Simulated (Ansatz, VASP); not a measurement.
Two plane-wave programs on Ru

File INCAR:

```
SYSTEM = Ru
ALGO     = Normal         ! electronic algorithm
EDIFF    = 1E-6           ! SCF threshold, eV
ENCUT    = 520            ! plane-wave cutoff, eV
GGA      = PS             ! functional
ISIF     = 2              ! what is computed and relaxed
ISMEAR   = 0              ! smearing method
LASPH    = .True.         ! aspherical terms in the spheres
LCHARG   = .True.         ! write CHGCAR
LELF     = .True.         ! ELF
LREAL    = .False.        ! projectors in reciprocal space
LVHAR    = .True.       
LWAVE    = .False.        ! write WAVECAR
NBANDS   = 21             ! bands
NELM     = 100            ! most SCF steps
PREC     = Accurate       ! precision mode
SIGMA    = 0.15           ! smearing width, eV
```

KPOINTS

```
k-points
0
Gamma
  18 18 10
  0 0 0
```

The input POSCAR:

```
Ru
1.0
    2.5767000000      0.0000000000      0.0000000000
   -1.2883500000      2.2314876579      0.0000000000
    0.0000000000      0.0000000000      4.3544000000
Ru
2
Direct
    0.3333333333      0.6666666667      0.2500000000
    0.6666666667      0.3333333333      0.7500000000
```

Input for Ansatz:

```yaml
crystal:
  lattice:
    - [2.5767, 0.0, 0.0]
    - [-1.28835, 2.2314876579, 0.0]
    - [0.0, 0.0, 4.3544]
  atoms:
    - { symbol: Ru, position: [0.3333333333, 0.6666666667, 0.25] }
    - { symbol: Ru, position: [0.6666666667, 0.3333333333, 0.75] }
basis:
  ecutwfc: 420
kpoints:
  mp_grid: { grid: [18, 18, 10] }
hamiltonian:
  xc: pbesol
  pseudopotentials: { kind: paw, azcp: { folder: soft_1 } }
scf:
  occupations: { method: gaussian, width: 0.15 }
output:
  forces: true
  stress: true
  eigenvalues: true
```

Alike in both runs: task single point; functional PBEsol; k mesh 18 × 18 × 10; occupations gaussian, width 0.15 eV; no spin polarisation.

|  | VASP | Ansatz |
| --- | --- | --- |
| version | VASP 6.6.1 | Ansatz 0.2.0 |
| potentials or method | VASP PAW PBE potentials, release 64 (Ru_pv) | scalar-relativistic, plane waves, PAW |
| plane-wave cutoff (eV) | 520 | 420 |
| valence electrons in the cell | 28 | 32 |

|  | VASP | Ansatz | Ansatz less VASP |
| --- | --- | --- | --- |
| gap on the k mesh at the Fermi level (eV) | none | none | - |
| pressure (GPa) | 26.0 | 26.1 | +0.02 |
| largest component of the traceless stress (GPa) | 27.09 | 27.11 | +0.020 |

A gap of «none» marks a metal or a gap that the smearing closes. The two sets of potentials don't hold the same shells in valence. Ansatz warned: «pseudo_functional_mismatch».

Caveats: so large a pressure means that the cell lies far from this level's equilibrium, or that cutoff or potentials fall short (VASP); the potentials were made for another functional, which shifts forces and pressure (VASP).
